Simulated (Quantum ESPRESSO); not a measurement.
## GaN under changes of volume

One of the cells (11.310 Å³/atom); the others are scaled copies at fixed shape and fractional positions:

```
CELL_PARAMETERS angstrom
3.18000 0.00000 0.00000
-1.59000 2.75396 0.00000
0.00000 0.00000 5.16600
ATOMIC_POSITIONS crystal
Ga 0.66667 0.33333 0.50000
Ga 0.33333 0.66667 0.00000
N 0.66667 0.33333 0.87500
N 0.33333 0.66667 0.37500
```

| Quantity | Value |
| --- | --- |
| Program | Quantum ESPRESSO 7.5 |
| Functional | LDA |
| Potentials or basis | PseudoDojo 0.4.1 SR LDA standard |
| Cutoff | 1143 eV |
| Density cutoff | 4572 eV |
| k mesh | 10 × 10 × 5 |
| Occupations | fermi-dirac, width 0.05 eV |
| Spin | no spin polarisation |

```csv
volume (Å³/atom),energy over the lowest point (meV/atom),pressure (GPa),gap on the mesh (eV),largest force (eV/Å)
10.632,9.85,8.2,2.44,0.142
10.858,1.72,3.4,2.29,0.136
11.084,0.00,-0.9,2.15,0.131
11.310,4.02,-4.7,2.01,0.125
11.537,13.19,-8.2,1.87,0.120
11.763,26.96,-11.3,1.74,0.115
11.989,?,?,?,?
```

Q: What does the run at 11.989 Å³/atom give?

A: Energy over the lowest point 44.85 meV/atom; pressure -14.0 GPa; gap on the mesh 1.61 eV; largest force 0.110 eV/Å.

Worked out: A Birch-Murnaghan fit of order 3 (a polynomial in V^(-2/3)) to the other rows has its minimum at 11.04 Å³/atom with B0 = V·E''(V) = 203 GPa and B' = 4.4 at fixed shape and positions, which overstates the stiffness. It gives 44.83 meV/atom at 11.989 Å³/atom, against the run's 44.85, and -dE/dV = -14.0 GPa, against -14.0. A straight line through the other rows of the gap, of slope -6.93 eV per unit of ln V (its deformation potential), extrapolates to 1.61 eV, against the run's 1.61.

Energies are extrapolated to zero smearing.

Spin-orbit coupling on Ga is left out.
